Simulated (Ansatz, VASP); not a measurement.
# In in VASP and in Ansatz

```xyz
1
Lattice="3.0142 0.0000 0.0000 0.0000 3.0142 0.0000 0.0000 0.0000 3.0142" Properties=species:S:1:pos:R:3 pbc="T T T"
In    0.0000    0.0000    0.0000
```

Alike in both runs: task single point; functional PBEsol; k mesh 12 × 12 × 12; occupations fermi-dirac, width 0.1 eV; no spin polarisation.

|  | VASP | Ansatz |
| --- | --- | --- |
| version | VASP 6.6.1 | Ansatz 0.2.0 |
| potentials or method | VASP PAW PBE potentials, release 64 (In_d) | plane waves (420 eV) with PAW, scalar-relativistic |
| plane-wave cutoff (eV) | 520 | 420 |
| valence electrons in the cell | 13 | 13 |

|  | VASP | Ansatz | Ansatz less VASP |
| --- | --- | --- | --- |
| pressure (GPa) | -0.2 | -0.1 | +0.04 |

With one functional, cell and mesh, what is left measures potentials, basis and numerics. Ansatz warned: «pseudo_functional_mismatch».

Caveats: the PAW data sets were made with another functional, which shifts forces and pressure a little (VASP).
